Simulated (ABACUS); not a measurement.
A run of ABACUS 3.10.1 is set up as follows.

run_abacus.py

```python
"""ABACUS run from a structure file: ASE reads it, the script writes STRU, KPT and INPUT."""
import re
import subprocess
from ase.io import read
from ase.units import Bohr

atoms = read("Te.cif")
atoms = atoms[(-atoms.numbers).argsort(kind="stable")]  # ABACUS lists atoms element by element
pseudo = {'Te': 'Te.upf'}
orbital = {}
magmoms = None
kmesh = [6, 6, 4]
params = {
    'suffix': 'Te',
    'calculation': 'scf',
    'basis_type': 'pw',
    'pseudo_dir': './',
    'symmetry': 1,
    'dft_functional': 'GGA_X_PW91+GGA_C_PW91',
    'ecutwfc': 83,
    'pseudo_rcut': 10,
    'nspin': 1,
    'nbands': 35,
    'ks_solver': 'dav',
    'smearing_method': 'fd',
    'smearing_sigma': 0.00367493,
    'scf_thr': 1e-08,
    'scf_nmax': 100,
    'mixing_type': 'broyden',
    'mixing_beta': 0.7,
    'cal_force': 1,
    'cal_stress': 1,
    'out_chg': 1,
    'kpar': 4,
}

symbols = atoms.get_chemical_symbols()
elements = list(dict.fromkeys(symbols))
lines = ["ATOMIC_SPECIES"] + [f"{e} {atoms.get_masses()[symbols.index(e)]:.4f} {pseudo[e]}" for e in elements]
if orbital:
    lines += ["", "NUMERICAL_ORBITAL"] + [orbital[e] for e in elements]
lines += ["", "LATTICE_CONSTANT", f"{1 / Bohr:.10f}", "", "LATTICE_VECTORS"]
lines += [" ".join(f"{x:.10f}" for x in v) for v in atoms.cell]
lines += ["", "ATOMIC_POSITIONS", "Direct"]
for e in elements:
    lines += ["", e, "0.0", str(symbols.count(e))]
    for i, p in enumerate(atoms.get_scaled_positions(wrap=False)):
        if symbols[i] == e:
            mag = "" if magmoms is None else " mag " + " ".join(str(x) for x in (magmoms[i] if isinstance(magmoms[i], list) else [magmoms[i]]))
            lines.append(" ".join(f"{x:.10f}" for x in p) + " 1 1 1" + mag)
open("STRU", "w").write("\n".join(lines) + "\n")
open("KPT", "w").write("K_POINTS\n0\nGamma\n%d %d %d 0 0 0\n" % tuple(kmesh))
open("INPUT", "w").write("INPUT_PARAMETERS\n" + "".join(f"{k:<20s}{v}\n" for k, v in params.items()))

done = subprocess.run(['mpirun', '-np', '4', 'abacus'])
if done.returncode:
    raise SystemExit(done.returncode)
log = open("OUT.Te/running_scf.log").read()
print("final energy (eV):", re.findall(r"FINAL_ETOT_IS (\S+)", log))
```

Te.cif

```cif
data_Te
_cell_length_a 4.45400000
_cell_length_b 4.45400000
_cell_length_c 5.92400000
_cell_angle_alpha 90.00000000
_cell_angle_beta 90.00000000
_cell_angle_gamma 120.00000000
_space_group_name_H-M_alt 'P1'
_space_group_name_Hall 'P 1'
_space_group_IT_number 1
loop_
_space_group_symop_operation_xyz
'x,y,z'
loop_
_atom_site_label
_atom_site_type_symbol
_atom_site_symmetry_multiplicity
_atom_site_Wyckoff_symbol
_atom_site_fract_x
_atom_site_fract_y
_atom_site_fract_z
_atom_site_occupancy
Te1 Te 1 a 0.7310000000 0.7310000000 0.0000000000 1
Te2 Te 1 a 0.0000000000 0.2690000000 0.6666666667 1
Te3 Te 1 a 0.2690000000 0.0000000000 0.3333333333 1
```

Potentials or basis: PseudoDojo NC SR 0.4.1 PBE standard, plane waves.

Run with:

```sh
$ OMP_NUM_THREADS=1 python run_abacus.py > log
```

(1) What does it give for the band gap on the k mesh?

(2) Predict the pressure.

## Answers

(1) 0.17 eV, direct.

(2) 1.6 GPa.

Caveat: the potentials were made for another functional, which shifts forces and pressure; spin-orbit coupling is left out, which moves the levels of the heavy elements.
